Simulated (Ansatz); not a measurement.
# Pt: pressure up to the limit of the methods

The task here is to estimate one member of a computed series from the others.

Computed with Ansatz 0.2.0 (DFT, PBE, PAW with Ansatz's default frozen-core files, scalar-relativistic, unless a step's input says otherwise).

### The starting structure

It takes space group P6_3/mmc (No. 194, hexagonal). Conventional cell: a = 2.816 Å, b = 2.816 Å, c = 4.562 Å, α = 90.00°, β = 90.00°, γ = 120.00°. Around Pt (site symmetry -6m2) lie 12 Pt at 2.80 to 2.82 Å.

Structure file:

```cif
data_structure
_symmetry_space_group_name_H-M 'P 1'
_symmetry_Int_Tables_number 1
_cell_length_a 2.8158
_cell_length_b 2.8158
_cell_length_c 4.5616
_cell_angle_alpha 90.000
_cell_angle_beta 90.000
_cell_angle_gamma 120.000
_cell_volume 31.32
loop_
_atom_site_label
_atom_site_type_symbol
_atom_site_fract_x
_atom_site_fract_y
_atom_site_fract_z
_atom_site_occupancy
Pt1 Pt 0.33333 0.66667 0.25000 1
Pt2 Pt 0.66667 0.33333 0.75000 1
```

Whether this phase is the stable one at these pressures isn't tested.

Atoms are numbered in the order of the input: Pt1, Pt2.

Set-up of the first run:

File input.yaml:

```yaml
crystal:
  lattice:
    - [2.8157965965, 0.0, 0.0]
    - [-1.4078982983, 2.4385513845, 0.0]
    - [0.0, 0.0, 4.5615904864]
  atoms:
    - { symbol: Pt, position: [0.3333333333, 0.6666666667, 0.25] }
    - { symbol: Pt, position: [0.6666666667, 0.3333333333, 0.75] }
kpoints:
  mp_grid: { grid: [15, 15, 8] }
scf:
  occupations: { method: fermi_dirac, width: 0.05 }
hamiltonian:
  xc: pbe
  pseudopotentials: { kind: paw }
output:
  forces: true
  stress: true
relax:
  f_tol: 0.005
  max_steps: 40
  cell: {}
```

Launch:

```bash
$ ansatz run input.yaml --threads 1 --pin off --max-ram 2048MiB --backend cpu --events-out ev --progress --plain --runs-dir out
```

Among the steps run: Cell relaxed at zero pressure, PAW; More of the same log: cell relaxed at zero pressure; Volume scaled by 1, PAW; Shape and atoms relaxed at 0.9 of the volume, PAW; Volume scaled by 0.9, PAW; Shape and atoms relaxed at 0.8 of the volume, PAW; Volume scaled by 0.8, PAW; Shape and atoms relaxed at 0.7 of the volume, PAW; Volume scaled by 0.7, PAW; Shape and atoms relaxed at 0.6 of the volume, PAW; Volume scaled by 0.6, PAW; Shape and atoms relaxed at 0.5 of the volume, PAW; Volume scaled by 0.5, PAW; Shape and atoms relaxed at 0.4 of the volume, PAW; More of the same log: shape and atoms relaxed at 0.4 of the volume; Volume scaled by 0.4, PAW; Volume scaled by 0.4, PAW (cutoff 600 eV).

One of the session's tables, all rows but one given; the rest of the session is left out.

| method | volume over the first | volume (Å³/atom) | pressure (GPa) |
| --- | --- | --- | --- |
| PAW | 1 | 15.761 | 0.00 |
| PAW | 0.9 | 14.185 | 33.80 |
| PAW | 0.8 | ? | ? |
| PAW | 0.7 | 11.032 | 220.94 |
| PAW | 0.6 | 9.456 | 465.55 |
| PAW | 0.5 | 7.880 | 981.53 |
| PAW | 0.4 | 6.304 | 2177.48 |
| PAW (cutoff 600 eV) | 0.4 | 6.304 | 2176.81 |

**Question.** Estimate the row for PAW, 0.8.

**Answer.** volume (Å³/atom): 12.609; pressure (GPa): 97.84. In the column «volume (Å³/atom)» it lies between PAW, 0.7 (11.032) and PAW, 0.9 (14.185).
